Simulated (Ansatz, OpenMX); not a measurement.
# One calculation of AlFe, 10 ways

```xyz
2
Lattice="2.9100 0.0000 0.0000 0.0000 2.9100 0.0000 0.0000 0.0000 2.9100" Properties=species:S:1:pos:R:3 pbc="T T T"
Fe    1.4550    1.4550    1.4550
Al    0.0000    0.0000    0.0000
```

Alike in all runs: task band structure; functional PBE; k mesh 9 × 9 × 9; occupations fermi-dirac, width 0.05 eV; collinear spin, ferromagnetic start; no spin-orbit coupling. Pressure is positive in compression and, in plane waves, holds the error of the finite cutoff, which Ansatz's Pulay term estimates and takes out.

```json
{"program and potentials": "OpenMX, OpenMX 2013 PBE set, Fe6.0H-s3p2d2f1, Al7.0-s3p2d2, grid cutoff 500 Ry", "plane-wave cutoff (eV)": "-", "notes": "atomic basis; 9.5 valence electrons an atom on average", "pressure (GPa)": "-6.22", "net moment per atom (μB)": "0.34"}
{"program and potentials": "Ansatz, PseudoDojo stringent (PBE files)", "plane-wave cutoff (eV)": "1605", "notes": "9.5 valence electrons an atom on average; Pulay term of +0.05 GPa included", "pressure (GPa)": "-6.22", "net moment per atom (μB)": "0.35"}
{"program and potentials": "Ansatz, SPMS NC", "plane-wave cutoff (eV)": "871", "notes": "9.5 valence electrons an atom on average", "pressure (GPa)": "-6.28", "net moment per atom (μB)": "0.34"}
{"program and potentials": "Ansatz, PseudoDojo standard (PBE files)", "plane-wave cutoff (eV)": "1225", "notes": "9.5 valence electrons an atom on average; Pulay term of +0.06 GPa included", "pressure (GPa)": "-6.11", "net moment per atom (μB)": "0.36"}
{"program and potentials": "OpenMX, OpenMX 2013 PBE set, Fe6.0H-s3p2d2, Al7.0-s2p2d1, grid cutoff 500 Ry", "plane-wave cutoff (eV)": "-", "notes": "atomic basis; 9.5 valence electrons an atom on average", "pressure (GPa)": "-6.22", "net moment per atom (μB)": "0.34"}
{"program and potentials": "Ansatz, all-electron LAPW, scalar-relativistic", "plane-wave cutoff (eV)": "-", "notes": "-", "pressure (GPa)": "-6.15", "net moment per atom (μB)": "0.33"}
{"program and potentials": "Ansatz, Ansatz NC", "plane-wave cutoff (eV)": "1225", "notes": "9.5 valence electrons an atom on average; Pulay term of +0.06 GPa included", "pressure (GPa)": "-6.13", "net moment per atom (μB)": "0.34"}
{"program and potentials": "Ansatz, JTH PAW", "plane-wave cutoff (eV)": "1320", "notes": "9.5 valence electrons an atom on average; Pulay term of +0.03 GPa included", "pressure (GPa)": "-6.49", "net moment per atom (μB)": "0.33"}
{"program and potentials": "Ansatz, SSSP efficiency PAW", "plane-wave cutoff (eV)": "1225", "notes": "9.5 valence electrons an atom on average; Pulay term of +0.15 GPa included", "pressure (GPa)": "-5.91", "net moment per atom (μB)": "0.33"}
{"program and potentials": "Ansatz, Ansatz PAW (files of its older set among them)", "plane-wave cutoff (eV)": "900", "notes": "13.5 valence electrons an atom on average", "pressure (GPa)": "-6.13", "net moment per atom (μB)": "0.33"}
```

The pressure spans -6.49 (Ansatz, JTH PAW) to -5.91 GPa (Ansatz, SSSP efficiency PAW), with all-electron results at -6.15. The net moment per atom spans 0.33 (Ansatz, Ansatz PAW (files of its older set among them)) to 0.36 μB (Ansatz, PseudoDojo standard (PBE files)), with all-electron results at 0.33. The state is the one that the start led to, which needn't be the lowest. Rows in atomic bases carry the error of their basis and grid, which can be large.

The functional is the same throughout but for its coding, so the spread measures potentials, basis and numerics; runs on potential files found faulty are left out.
